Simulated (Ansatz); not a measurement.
Crystal: NaCl.

```
CELL_PARAMETERS angstrom
3.50219 0.00000 0.00000
0.00000 3.50219 0.00000
0.00000 0.00000 3.50219
ATOMIC_POSITIONS crystal
Cl 0.50000 0.50000 0.50000
Na 0.00000 0.00000 0.00000
```

Measurements of this composition are mostly on another form, of space group No. 225.

Program: Ansatz 0.2.0. Alike in all runs: task single point; potentials or basis all-electron PAW datasets made for the crystal; no spin polarisation; cell as given; k mesh 6 × 6 × 6; smearing fermi-dirac 0.05 eV.

Problem. Order these runs on this cell by their band gap on the k mesh, lowest first.
A. level PBE; cutoff (eV) 180
B. level HSE06; cutoff (eV) 200
C. level PBE0; cutoff (eV) 200

Solution. A (3.98 eV), B (5.29 eV), C (6.01 eV).

A k mesh can miss the band edges.
